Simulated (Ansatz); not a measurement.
# C: a stacking-fault curve

Aim: for C, slide the crystal rigidly across a (0 0 1) plane.

A COD entry behind a cell of this session may itself be a prediction, so a difference from it is no test against experiment.

Method: DFT r2SCAN, scalar-relativistic, plane waves, PAW, in Ansatz 0.2.0.

2 further runs of the same task are left out: 2 set aside as unsound or not needed. Runs told in other sessions of the task aren't counted.

## Step 1: Starting point

It takes space group P6_3/mmc (No. 194, hexagonal). Conventional cell: a = 2.503 Å, b = 2.503 Å, c = 4.169 Å, α = 90.00°, β = 90.00°, γ = 120.00°. C (site symmetry 3m) has 4 C at 1.54 to 1.56 Å in its first shell of neighbours.

Structure file:

```cif
data_structure
_symmetry_space_group_name_H-M 'P 1'
_symmetry_Int_Tables_number 1
_cell_length_a 2.5032
_cell_length_b 2.5032
_cell_length_c 12.5067
_cell_angle_alpha 90.000
_cell_angle_beta 90.000
_cell_angle_gamma 60.000
_cell_volume 67.87
loop_
_atom_site_label
_atom_site_type_symbol
_atom_site_fract_x
_atom_site_fract_y
_atom_site_fract_z
_atom_site_occupancy
C1 C 0.33333 0.33333 0.02091 1
C2 C 0.33333 0.33333 0.35424 1
C3 C 0.33333 0.33333 0.68758 1
C4 C 0.66667 0.66667 0.18758 1
C5 C 0.66667 0.66667 0.52091 1
C6 C 0.66667 0.66667 0.85424 1
C7 C 0.33333 0.33333 0.14576 1
C8 C 0.33333 0.33333 0.47909 1
C9 C 0.33333 0.33333 0.81242 1
C10 C 0.66667 0.66667 0.31242 1
C11 C 0.66667 0.66667 0.64576 1
C12 C 0.66667 0.66667 0.97909 1
```

It is built from the cell relaxed beforehand with the same method (5.66 Å³/atom).

## Step 2: Zero of energy

The cell is repeated 3 times, 12 atoms in all. The reference gives a free energy of -3018.3379 eV, pressure 0.00 GPa, largest force 0.000 eV/Å and gap on the mesh 3.81 eV. It was computed beforehand with the settings of the runs below.

## Step 3: Next: a stacking-fault curve

The cut lies on the cell's a–b face, a (0 0 1) plane of area 5.43 Å², between layers 1.56 Å apart (C below, C above); the cell is 12.5 Å thick. Vector c is tilted by f times 1·a + 0·b (length 2.503 Å) with the atoms' Cartesian places fixed: one unrelaxed fault per cell.

## Step 4: At f = 0.200

Input file input.yaml:

```yaml
crystal:
  lattice:
    - [-2.5031935029, 0.0, 0.0]
    - [-1.2515967515, -2.1678291641, 0.0]
    - [-0.5006387006, 0.0, 12.5066525147]
  atoms:
    - { symbol: C, position: [0.1458210982, 0.3333333333, 0.9375611756] }
    - { symbol: C, position: [0.2791544316, 0.3333333333, 0.2708945089] }
    - { symbol: C, position: [0.2124877649, 0.3333333333, 0.6042278422] }
    - { symbol: C, position: [0.6458210982, 0.6666666667, 0.1042278422] }
    - { symbol: C, position: [0.5791544316, 0.6666666667, 0.4375611756] }
    - { symbol: C, position: [0.5124877649, 0.6666666667, 0.7708945089] }
    - { symbol: C, position: [0.3208522351, 0.3333333333, 0.0624054911] }
    - { symbol: C, position: [0.2541855684, 0.3333333333, 0.3957388244] }
    - { symbol: C, position: [0.1875189018, 0.3333333333, 0.7290721578] }
    - { symbol: C, position: [0.6208522351, 0.6666666667, 0.2290721578] }
    - { symbol: C, position: [0.5541855684, 0.6666666667, 0.5624054911] }
    - { symbol: C, position: [0.4875189018, 0.6666666667, 0.8957388244] }
basis:
  ecutwfc: 500
kpoints:
  mp_grid: { grid: [10, 10, 2] }
hamiltonian:
  xc: r2scan
scf:
  occupations: { method: gaussian, width: 0.05 }
output:
  forces: true
  stress: true
  eigenvalues: true
```

On the command line:

```
$ ansatz run input.yaml --threads 2 --pin off --max-ram 5120MiB --backend cpu --events-out ev --progress --plain --runs-dir out
```

The program printed, shortened:

```text
Warning: RAYON_NUM_THREADS=2 ignored (pool sized by the plan → 2); use --threads N
[...]
Pseudopotentials: kind: paw
Pseudopotential: C, paw, valence charge 4, recommended cutoff 500 eV (meta_gga), C.paw.azcp
Functional definition: r2SCAN
[...]
Crystal: 12 atoms, lattice volume = 67.867 Å³
Basis set: ecut = 500 eV, 1737 PW (Γ), exchange–correlation on 80×80×384 points (64 copies of the dense FFT grid, shifted against one another)
Bands: 36, of which v1, the nominal top of the filled ones, is band 24 counted from 1 (23 counted from 0)
Symmetry: 2 space group operations
Space group: C2 (ITA 5), of the structure as read, at distance tolerance 4.1e-5 Å
k-points: 62 of 200 (time reversal used)
[...]
SCF iter   1: F=—  HF=-3017.013101 eV  |F-HF|=—  |Δ(HF+E_count)|=         —  Δρ=1.01e-2  dr2=2.53e-2  dr2_τ=2.27e0  ethr=1.77e-3  ⟨swp⟩=5.9  Hψ=10262  notcnv=0  defer=87
[...]
SCF iter   8: F=-3017.353037 eV  HF=-3017.353037 eV  |F-HF|=1.27e-8  |Δ(HF+E_count)|=   3.96e-7  Δρ=9.40e-6  dr2=1.68e-8  dr2_τ=2.61e-9  ethr=2.08e-10  ⟨swp⟩=8.8  Hψ=8987  notcnv=0
[...]
SCF converged after 8 iterations
Free energy (F): -3017.353037 eV
[...]
E sigma→0 (E₀):  -3017.353037 eV
Fermi energy:    15.460897 eV
[...]
--- Forces (eV/Å), atoms counted from 1 ---
  atom   1  C     -3.49087778     0.24614445    -0.20986229
  atom   2  C      0.01414945     0.00013046    -0.00681412
  atom   3  C     -0.01993124    -0.00262319    -0.00937997
  atom   4  C      0.03729654    -0.19465324     0.00351673
  atom   5  C     -0.00081393    -0.00082131    -0.00218263
  atom   6  C     -0.31077892    -0.04816549    -0.11216297
  atom   7  C      3.49087778     0.24614445     0.20986229
  atom   8  C      0.01993124    -0.00262319     0.00937997
[...]
--- Stress (GPa, compression-positive) ---
       -3.120383       0.000000      18.158565
        0.000000       1.113490      -0.000000
       18.158565      -0.000000       2.423219
  P = ⅓ Tr σ = 0.1388 GPa (1.388 kbar)
--- Band table (eV; the first three rows and the last of 62) ---
[...]
```

It took 10 s on 2 threads of AMD EPYC 7R43 (Zen 3), shared host; peak memory 0.55 GiB.

## Step 5: Point f = 0.400

Input file input.yaml:

```yaml
crystal:
  lattice:
    - [-2.5031935029, 0.0, 0.0]
    - [-1.2515967515, -2.1678291641, 0.0]
    - [-1.0012774012, 0.0, 12.5066525147]
  atoms:
    - { symbol: C, position: [-0.0416911369, 0.3333333333, 0.9375611756] }
    - { symbol: C, position: [0.2249755298, 0.3333333333, 0.2708945089] }
    - { symbol: C, position: [0.0916421964, 0.3333333333, 0.6042278422] }
    - { symbol: C, position: [0.6249755298, 0.6666666667, 0.1042278422] }
    - { symbol: C, position: [0.4916421964, 0.6666666667, 0.4375611756] }
    - { symbol: C, position: [0.3583088631, 0.6666666667, 0.7708945089] }
    - { symbol: C, position: [0.3083711369, 0.3333333333, 0.0624054911] }
    - { symbol: C, position: [0.1750378036, 0.3333333333, 0.3957388244] }
    - { symbol: C, position: [0.0417044702, 0.3333333333, 0.7290721578] }
    - { symbol: C, position: [0.5750378036, 0.6666666667, 0.2290721578] }
    - { symbol: C, position: [0.4417044702, 0.6666666667, 0.5624054911] }
    - { symbol: C, position: [0.3083711369, 0.6666666667, 0.8957388244] }
basis:
  ecutwfc: 500
kpoints:
  mp_grid: { grid: [10, 10, 2] }
hamiltonian:
  xc: r2scan
scf:
  occupations: { method: gaussian, width: 0.05 }
output:
  forces: true
  stress: true
  eigenvalues: true
```

On the command line:

```
$ ansatz run input.yaml --threads 2 --pin off --max-ram 5120MiB --backend cpu --events-out ev --progress --plain --runs-dir out
```

The program printed, shortened:

```text
[...]
SCF converged after 8 iterations
Free energy (F): -3014.813566 eV
[...]
E sigma→0 (E₀):  -3014.813566 eV
Fermi energy:    14.309382 eV
[...]
--- Forces (eV/Å), atoms counted from 1 ---
  atom   1  C     -4.65262979     0.75538708    -2.25844406
  atom   2  C      0.03963931    -0.00532930    -0.03443000
  atom   3  C     -0.02798308    -0.02005616    -0.03471600
  atom   4  C      0.17898333    -0.48689852     0.11954465
  atom   5  C      0.00036638    -0.00484528    -0.01026114
  atom   6  C     -0.42284600    -0.23824157    -0.38385821
  atom   7  C      4.65262979     0.75538708     2.25844406
  atom   8  C      0.02798308    -0.02005616     0.03471600
[...]
--- Stress (GPa, compression-positive) ---
       -9.524140       0.000000      25.566094
        0.000000       3.008553      -0.000000
       25.566070      -0.000000      14.471270
  P = ⅓ Tr σ = 2.6519 GPa (26.519 kbar)
--- Band table (eV; the first three rows and the last of 62) ---
[...]
```

It took 11 s on 2 threads of AMD EPYC 7R43 (Zen 3), shared host; peak memory 0.56 GiB.

## Step 6: Point f = 0.100

Input file input.yaml:

```yaml
crystal:
  lattice:
    - [-2.5031935029, 0.0, 0.0]
    - [-1.2515967515, -2.1678291641, 0.0]
    - [-0.2503193503, 0.0, 12.5066525147]
  atoms:
    - { symbol: C, position: [0.2395772158, 0.3333333333, 0.9375611756] }
    - { symbol: C, position: [0.3062438824, 0.3333333333, 0.2708945089] }
    - { symbol: C, position: [0.2729105491, 0.3333333333, 0.6042278422] }
    - { symbol: C, position: [0.6562438824, 0.6666666667, 0.1042278422] }
    - { symbol: C, position: [0.6229105491, 0.6666666667, 0.4375611756] }
    - { symbol: C, position: [0.5895772158, 0.6666666667, 0.7708945089] }
    - { symbol: C, position: [0.3270927842, 0.3333333333, 0.0624054911] }
    - { symbol: C, position: [0.2937594509, 0.3333333333, 0.3957388244] }
    - { symbol: C, position: [0.2604261176, 0.3333333333, 0.7290721578] }
    - { symbol: C, position: [0.6437594509, 0.6666666667, 0.2290721578] }
    - { symbol: C, position: [0.6104261176, 0.6666666667, 0.5624054911] }
    - { symbol: C, position: [0.5770927842, 0.6666666667, 0.8957388244] }
basis:
  ecutwfc: 500
kpoints:
  mp_grid: { grid: [10, 10, 2] }
hamiltonian:
  xc: r2scan
scf:
  occupations: { method: gaussian, width: 0.05 }
output:
  forces: true
  stress: true
  eigenvalues: true
```

On the command line:

```
$ ansatz run input.yaml --threads 2 --pin off --max-ram 5120MiB --backend cpu --events-out ev --progress --plain --runs-dir out
```

The program printed, shortened:

```text
Warning: RAYON_NUM_THREADS=2 ignored (pool sized by the plan → 2); use --threads N
[...]
Pseudopotentials: kind: paw
Pseudopotential: C, paw, valence charge 4, recommended cutoff 500 eV (meta_gga), C.paw.azcp
Functional definition: r2SCAN
[...]
Crystal: 12 atoms, lattice volume = 67.867 Å³
Basis set: ecut = 500 eV, 1733 PW (Γ), exchange–correlation on 80×80×384 points (64 copies of the dense FFT grid, shifted against one another)
Bands: 36, of which v1, the nominal top of the filled ones, is band 24 counted from 1 (23 counted from 0)
Symmetry: 2 space group operations
Space group: C2 (ITA 5), of the structure as read, at distance tolerance 4.1e-5 Å
k-points: 62 of 200 (time reversal used)
[...]
SCF iter   1: F=—  HF=-3017.752366 eV  |F-HF|=—  |Δ(HF+E_count)|=         —  Δρ=9.98e-3  dr2=2.36e-2  dr2_τ=2.29e0  ethr=1.77e-3  ⟨swp⟩=5.9  Hψ=10283  notcnv=0  defer=60
[...]
SCF iter   8: F=-3018.090344 eV  HF=-3018.090344 eV  |F-HF|=1.22e-8  |Δ(HF+E_count)|=   2.33e-7  Δρ=8.78e-6  dr2=1.51e-8  dr2_τ=2.22e-9  ethr=2.08e-10  ⟨swp⟩=8.9  Hψ=8853  notcnv=0
[...]
SCF converged after 8 iterations
Free energy (F): -3018.090344 eV
[...]
E sigma→0 (E₀):  -3018.090344 eV
Fermi energy:    15.541894 eV
[...]
--- Forces (eV/Å), atoms counted from 1 ---
  atom   1  C     -1.79351574     0.06838668     0.00388730
  atom   2  C      0.00544744     0.00018605    -0.00151691
  atom   3  C     -0.01071901    -0.00051428    -0.00239855
  atom   4  C     -0.00197294    -0.05650603    -0.00087330
  atom   5  C     -0.00057109    -0.00020430    -0.00050423
  atom   6  C     -0.16763778    -0.01134648    -0.02928551
  atom   7  C      1.79351574     0.06838668    -0.00388730
  atom   8  C      0.01071901    -0.00051428     0.00239855
[...]
--- Stress (GPa, compression-positive) ---
       -0.810768       0.000000       9.285199
        0.000000       0.323159      -0.000000
        9.285199      -0.000000       0.403431
  P = ⅓ Tr σ = -0.0281 GPa (-0.281 kbar)
--- Band table (eV; the first three rows and the last of 62) ---
[...]
```

It took 10 s on 2 threads of AMD EPYC 7R43 (Zen 3), shared host; peak memory 0.56 GiB.

## Step 7: f = 0.300

Input file input.yaml:

```yaml
crystal:
  lattice:
    - [-2.5031935029, 0.0, 0.0]
    - [-1.2515967515, -2.1678291641, 0.0]
    - [-0.7509580509, 0.0, 12.5066525147]
  atoms:
    - { symbol: C, position: [0.0520649807, 0.3333333333, 0.9375611756] }
    - { symbol: C, position: [0.2520649807, 0.3333333333, 0.2708945089] }
    - { symbol: C, position: [0.1520649807, 0.3333333333, 0.6042278422] }
    - { symbol: C, position: [0.635398314, 0.6666666667, 0.1042278422] }
    - { symbol: C, position: [0.535398314, 0.6666666667, 0.4375611756] }
    - { symbol: C, position: [0.435398314, 0.6666666667, 0.7708945089] }
    - { symbol: C, position: [0.314611686, 0.3333333333, 0.0624054911] }
    - { symbol: C, position: [0.214611686, 0.3333333333, 0.3957388244] }
    - { symbol: C, position: [0.114611686, 0.3333333333, 0.7290721578] }
    - { symbol: C, position: [0.5979450193, 0.6666666667, 0.2290721578] }
    - { symbol: C, position: [0.4979450193, 0.6666666667, 0.5624054911] }
    - { symbol: C, position: [0.3979450193, 0.6666666667, 0.8957388244] }
basis:
  ecutwfc: 500
kpoints:
  mp_grid: { grid: [10, 10, 2] }
hamiltonian:
  xc: r2scan
scf:
  occupations: { method: gaussian, width: 0.05 }
output:
  forces: true
  stress: true
  eigenvalues: true
  write_density: true
  write_potential: true
  elf: true
  volumetric_format: npy
```

On the command line:

```
$ ansatz run input.yaml --threads 2 --pin off --max-ram 5120MiB --backend cpu --events-out ev --progress --plain --runs-dir out
```

The program printed, shortened:

```text
[...]
SCF converged after 9 iterations
Free energy (F): -3016.187822 eV
[...]
E sigma→0 (E₀):  -3016.187822 eV
Fermi energy:    15.080588 eV
[...]
--- Forces (eV/Å), atoms counted from 1 ---
  atom   1  C     -4.70945464     0.48215831    -0.98953521
  atom   2  C      0.02668642    -0.00153273    -0.01734981
  atom   3  C     -0.02659138    -0.00796586    -0.02034389
  atom   4  C      0.11408671    -0.35181734     0.02973755
  atom   5  C     -0.00053219    -0.00210242    -0.00520877
  atom   6  C     -0.41043459    -0.11873903    -0.23637503
  atom   7  C      4.70945464     0.48215831     0.98953521
  atom   8  C      0.02659138    -0.00796586     0.02034389
[...]
--- Stress (GPa, compression-positive) ---
       -6.311960       0.000000      24.913657
        0.000000       2.078402      -0.000000
       24.913655      -0.000000       7.221100
  P = ⅓ Tr σ = 0.9958 GPa (9.958 kbar)
--- Band table (eV; the first three rows and the last of 62) ---
[...]
```

Run time: 14 s. Hardware: 2 threads of AMD EPYC 7R43 (Zen 3), shared host; peak memory 0.56 GiB.

Axes a, b and c in the maps are those of this run's conventional cell (a, b, c = 2.503, 4.336, 12.529 Å).

Density in a lattice plane of the grid's cell (edges 2.50 and 12.53 Å, at 0.167 of the third edge), which holds C.

Values in e/Å³, 12 rows by 6 columns:
```
1.36 0.85 0.79 1.16 1.65 1.68
0.53 0.18 0.18 0.55 1.38 1.36
1.19 0.79 0.86 1.39 1.72 1.72
0.29 0.40 0.34 0.21 0.16 0.18
0.99 0.75 0.95 1.55 1.65 1.60
0.26 0.14 0.33 1.01 1.54 0.83
0.88 0.77 1.10 1.67 1.67 1.43
0.37 0.39 0.26 0.17 0.17 0.24
0.81 0.84 1.32 1.72 1.73 1.25
0.16 0.21 0.67 1.49 1.22 0.43
0.76 0.91 1.49 1.65 1.61 1.05
0.30 0.34 0.29 0.21 0.18 0.22
```
Columns run along the first of these edges and rows up along the second, over one cell in 6 and 12 even steps from the bottom left corner. Atoms in the plane (fractional): C at (0.53, 0.10), C at (0.63, 0.44), C at (0.73, 0.77), C at (0.57, 0.23), C at (0.67, 0.56), C at (0.77, 0.90).

ELF in the same plane.

Ten even steps from '0' (0.04) to '9' (0.94):
```
555754
865820
510588
522655
867825
444333
243101
857747
636505
102898
536406
758648
342001
444334
678348
226565
016884
577048
555467
231000
```
Columns run along the first of these edges and rows up along the second, over one cell in 6 and 20 even steps from the bottom left corner. Atoms in the plane (fractional): C at (0.53, 0.10), C at (0.63, 0.44), C at (0.73, 0.77), C at (0.57, 0.23), C at (0.67, 0.56), C at (0.77, 0.90).

Both are smooth fields of the valence electrons: close to the nuclei they are not physical.

Outside the cores ELF peaks at 0.95 on the C–C line, 0.8 Å from C.

## Step 8: Point f = 0.500

Input file input.yaml:

```yaml
crystal:
  lattice:
    - [-2.5031935029, 0.0, 0.0]
    - [-1.2515967515, -2.1678291641, 0.0]
    - [-1.2515967515, 0.0, 12.5066525147]
  atoms:
    - { symbol: C, position: [-0.1354472544, 0.3333333333, 0.9375611756] }
    - { symbol: C, position: [0.1978860789, 0.3333333333, 0.2708945089] }
    - { symbol: C, position: [0.0312194122, 0.3333333333, 0.6042278422] }
    - { symbol: C, position: [0.6145527456, 0.6666666667, 0.1042278422] }
    - { symbol: C, position: [0.4478860789, 0.6666666667, 0.4375611756] }
    - { symbol: C, position: [0.2812194122, 0.6666666667, 0.7708945089] }
    - { symbol: C, position: [0.3021305878, 0.3333333333, 0.0624054911] }
    - { symbol: C, position: [0.1354639211, 0.3333333333, 0.3957388244] }
    - { symbol: C, position: [-0.0312027455, 0.3333333333, 0.7290721578] }
    - { symbol: C, position: [0.5521305878, 0.6666666667, 0.2290721578] }
    - { symbol: C, position: [0.3854639211, 0.6666666667, 0.5624054911] }
    - { symbol: C, position: [0.2187972545, 0.6666666667, 0.8957388244] }
basis:
  ecutwfc: 500
kpoints:
  mp_grid: { grid: [10, 10, 2] }
hamiltonian:
  xc: r2scan
scf:
  occupations: { method: gaussian, width: 0.05 }
output:
  forces: true
  stress: true
  eigenvalues: true
```

On the command line:

```
$ ansatz run input.yaml --threads 2 --pin off --max-ram 5120MiB --backend cpu --events-out ev --progress --plain --runs-dir out
```

The program printed, shortened:

```text
Warning: crystal.symmetry: narrowed to the stabiliser of the k-point mesh — unitary ops 4 → 2; excluded 2 operations that carry a point of the 10×10×2 mesh (shift [0, 0, 0]) off the mesh (the run samples exactly the mesh kpoints.mp_grid names, as under crystal.symmetry.detect: false, and [...]
Warning: RAYON_NUM_THREADS=2 ignored (pool sized by the plan → 2); use --threads N
[...]
Pseudopotentials: kind: paw
Pseudopotential: C, paw, valence charge 4, recommended cutoff 500 eV (meta_gga), C.paw.azcp
Functional definition: r2SCAN
[...]
Crystal: 12 atoms, lattice volume = 67.867 Å³
Basis set: ecut = 500 eV, 1715 PW (Γ), exchange–correlation on 80×80×384 points (64 copies of the dense FFT grid, shifted against one another)
Bands: 36, of which v1, the nominal top of the filled ones, is band 24 counted from 1 (23 counted from 0)
Symmetry: 2 space group operations
k-points: 62 of 200 (time reversal used)
[...]
SCF iter   1: F=—  HF=-3013.548650 eV  |F-HF|=—  |Δ(HF+E_count)|=         —  Δρ=1.25e-2  dr2=9.95e-2  dr2_τ=2.19e0  ethr=1.77e-3  ⟨swp⟩=6.1  Hψ=10097  notcnv=0  defer=150
[...]
SCF iter  10: F=-3013.885768 eV  HF=-3013.885768 eV  |F-HF|=1.01e-8  |Δ(HF+E_count)|=   2.22e-8  Δρ=2.50e-6  dr2=1.19e-8  dr2_τ=5.80e-10  ethr=2.08e-10  ⟨swp⟩=4.5  Hψ=6013  notcnv=0
[...]
SCF converged after 10 iterations
Free energy (F): -3013.885768 eV
[...]
E sigma→0 (E₀):  -3013.884898 eV
Entropy (-TS):   -0.001739 eV (-0.145 meV/atom)
Fermi energy:    13.530573 eV
[...]
--- Forces (eV/Å), atoms counted from 1 ---
  atom   1  C      0.00104813     1.02256780    -3.28158327
  atom   2  C      0.00251922     0.01997798    -0.14622855
  atom   3  C      0.00331641    -0.01787220    -0.11799349
  atom   4  C      0.00119794    -0.60127042     0.21409061
  atom   5  C      0.00293683    -0.03072923    -0.08484771
  atom   6  C      0.00300678    -0.39267335    -0.61654223
  atom   7  C     -0.00104813     1.02256780     3.28158327
  atom   8  C     -0.00331641    -0.01787220     0.11799349
[...]
--- Stress (GPa, compression-positive) ---
      -11.879970       0.000000       0.034070
        0.000000       2.807935      -0.000000
        0.034070      -0.000000      21.409580
  P = ⅓ Tr σ = 4.1125 GPa (41.125 kbar)
--- Band table (eV; the first three rows and the last of 62) ---
[...]
```

It took 13 s on 2 threads of AMD EPYC 7R43 (Zen 3), shared host; peak memory 0.56 GiB.

## Step 9: The scan collected

All points in order; energies are free energies above the reference cell:

```tsv
f	γ (mJ/m²)	shear traction (GPa)	gap on the mesh (eV)
0.000	0	0.0	3.81
0.100	731	58.4	3.76
0.200	2908	114.5	3.51
0.300	6348	156.4	2.68
0.400	10406	157.4	1.11
0.500	13145	0.0	0.00
```

Not run, since symmetry makes them alike: 0.600 repeats 0.400, 0.800 repeats 0.200, 0.700 repeats 0.300, 0.900 repeats 0.100. Energy, pressure and gap are the same there.

Where the gap reads zero, the mesh chosen for the insulator is on the coarse side.

## Step 10: What came out

| quantity | value |
| --- | --- |
| highest fault energy sampled | 13145 mJ/m² at f = 0.500 |
| largest shear traction sampled | 157.4 GPa |

**Reading.** The highest point computed is 13145 mJ/m², at f = 0.500; the true top can lie between points. Nothing is relaxed, so these energies are upper bounds; letting the layers move apart would lower them. The gap on the mesh, 3.81 eV at the start, reads zero at f = 0.500.
